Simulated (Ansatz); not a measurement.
Input and command of a calculation in Ansatz (plane waves; scalar-relativistic PAW potentials unless the input names others):

```yaml
crystal:
  lattice:
    - [1.5265893002, 0.8813767434, 6.2749077711]
    - [-1.5265893002, 0.8813767434, 6.2749077711]
    - [0.0, -1.7627534868, 6.2749077711]
  atoms:
    - { symbol: Wx, position: [0.9993284863, 0.9993284863, 0.9993284863] }
    - { symbol: S, position: [0.7479630314, 0.7479630314, 0.7479630314] }
    - { symbol: S, position: [0.5840084823, 0.5840084823, 0.5840084823] }
basis:
  ecutwfc: 420
kpoints:
  mp_grid: { grid: [12, 12, 12] }
hamiltonian:
  xc: pbesol
scf:
  occupations: { method: gaussian, width: 0.05 }
  max_iter: 100
output:
  forces: true
  eigenvalues: true
  stress: true
```

```bash
ansatz run input.yaml --threads 2 --pin off --max-ram 5120MiB --backend cpu --events-out ev --progress --plain --runs-dir out
```

Task: What will the program do with this input?

Result: The program refuses it, because of an unknown element (crystal.atoms[0].symbol: "W" → "Wx"). With the sound run's settings it is accepted.

Abridged log:
```
Error: YAML parse error: error: line 7 column 17: `Wx` is not an element symbol (H … Og, case-exact)
 --> <input>:7:17
  |
5 |     - [0.0, -1.7627534868, 6.2749077711]
6 |   atoms:
7 |     - { symbol: Wx, position: [0.9993284863, 0.9993284863, 0.9993284863] }
  |                 ^ `Wx` is not an element symbol (H … Og, case-exact)
8 |     - { symbol: S, position: [0.7479630314, 0.7479630314, 0.7479630314] }
9 |     - { symbol: S, position: [0.5840084823, 0.5840084823, 0.5840084823] }
  |
```